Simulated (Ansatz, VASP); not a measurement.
**One calculation of Sn, two programs**

File INCAR:

```
SYSTEM = Sn
PREC = Accurate
ENCUT = 600
EDIFF = 1E-6
ISMEAR = 0
SIGMA = 0.1
LREAL = .FALSE.
LASPH = .TRUE.
NELM = 100
ALGO = Normal
ISIF = 3
LWAVE = .FALSE.
LCHARG = .FALSE.
GGA = PE
IBRION = 2
NSW = 90
EDIFFG = -0.04
```

Contents of KPOINTS:

```
regular mesh
0
G
  6 6 6
  0 0 0
```

The input POSCAR:

```
Sn
1.0
    2.5270508770     -2.0036034353      0.0000000000
    2.5270508770      2.0036034353      0.0000000000
   -2.3903651387      0.0000000000      2.7239214692
Sn
1
Direct
    0.5000000000      0.5000000000      0.5000000000
```

Input for Ansatz:

```yaml
crystal:
  lattice:
    - [2.527050877, -2.0036034353, 0.0]
    - [2.527050877, 2.0036034353, 0.0]
    - [-2.3903651387, 0.0, 2.7239214692]
  atoms:
    - { symbol: Sn, position: [0.5, 0.5, 0.5] }
basis:
  ecutwfc: 420
kpoints:
  mp_grid: { grid: [6, 6, 6] }
hamiltonian:
  xc: pbe
scf:
  occupations: { method: gaussian, width: 0.1 }
  lower_state_search: "off"
output:
  forces: true
  stress: true
  eigenvalues: true
relax:
  adjacent_minimum: "off"
  f_tol: 0.04
  max_steps: 70
  cell: { stress_tol: 0.4 }
```

Alike in both runs: task relaxation of cell and atoms; functional PBE; k mesh 6 × 6 × 6; occupations gaussian, width 0.1 eV; no spin polarisation.

|  | VASP | Ansatz |
| --- | --- | --- |
| version | VASP 6.6.1 | Ansatz 0.2.0 |
| potentials or method | VASP PAW PBE potentials, release 64 (Sn_d) | scalar-relativistic, plane waves, PAW |
| plane-wave cutoff (eV) | 600 | 420 |
| valence electrons in the cell | 14 | 14 |

```csv
,VASP,Ansatz,Ansatz less VASP
"gap on the k mesh at the Fermi level, each at its own relaxed structure (eV)",none,none,-
relaxed volume (Å³/atom),27.59,27.62,+0.039
relaxed cell length with the largest relative difference (Å),3.777,3.771,-0.0066
energy change over the relaxation (meV/atom),-29,-29,0.0
```

A gap of «none» marks a metal or a gap that the smearing closes.

Caveats: the k mesh is coarse (spacing up to 0.38 Å⁻¹), so the values aren't converged.
